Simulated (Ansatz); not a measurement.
Consider the formal exchange of groups at a Te–As bond: `C[Te][AsH]O` + `FC(F)F` → `C[Te]C(F)(F)F` + `O[AsH2]`.

Gas-phase electronic energies from Ansatz, PBE0-D4/def2-TZVP geometries. CCSD(T)/CBS is the MP2 limit (def2-TZVPP, def2-QZVPP) plus CCSD(T) − MP2 in def2-TZVPP, frozen cores. This one scheme is used for every species. Functionals use def2-TZVPP. Elements past krypton have def2 core potentials. For As, Te outer-core shells are correlated without core-valence functions, which leaves a few kJ/mol of doubt a bond. Scalar relativity is left out up to krypton. One conformer a species, not always the lowest.

`C[Te][AsH]O`:

```xyz
9

C     1.252    0.288    0.899
Te   -0.708   -0.147    1.651
As   -1.653   -0.982   -0.590
O    -1.250    0.400   -1.681
H     1.789   -0.641    0.725
H     1.140    0.854   -0.023
H     1.765    0.889    1.648
H    -0.360   -1.693   -0.971
H    -1.975    1.032   -1.658
```

`FC(F)F`:

Z-matrix (Å, degrees):
```
C
F 1 1.331
F 1 1.331 2 108.5
F 1 1.331 2 108.5 3 -117.7
H 1 1.093 2 110.4 3 121.1
```

`C[Te]C(F)(F)F`:

```xyz
9

C     0.223   -1.536    0.302
Te    1.490    0.096   -0.229
C    -0.176    1.480   -0.296
F    -1.096    1.127   -1.199
F     0.267    2.697   -0.620
F    -0.808    1.574    0.878
H     0.868   -2.409    0.401
H    -0.506   -1.703   -0.488
H    -0.263   -1.326    1.251
```

`O[AsH2]`:

```xyz
5

O     0.264   -1.079    0.021
As   -0.481    0.553    0.183
H    -0.323   -1.711    0.444
H     0.797    1.265    0.621
H    -0.258    0.972   -1.269
```

CCSD(T)/CBS gives +29.8 kcal/mol.

Question: Another level gave +31.4 kcal/mol. Which?
A. B97M-V/def2-TZVPP
B. CCSD/def2-TZVPP
C. MP2/def2-TZVPP
D. B2PLYP/def2-TZVPP

Answer: C. MP2/def2-TZVPP 31.4, B2PLYP 30.1, CCSD/def2-TZVPP 29.1, B97M-V 27.2 kcal/mol.

Largest T1 diagnostic among the species: 0.012.

From r2SCAN to r2SCAN0 (25 % exact exchange), in def2-TZVPP and without D4, ΔE moves by +1.3 kcal/mol. Leaving LDA and LC-ωPBE aside and taking each functional with its dispersion term where it has one, the values, not all of them listed here, spread over 4.3 kcal/mol, from B97M-V to BHLYP-D4. LDA lies −0.9 kcal/mol from PBE without D4.

CCSD(T)/CBS has its own doubt, a few kJ/mol and more with outer-core shells, so smaller differences from it don't rank the levels.
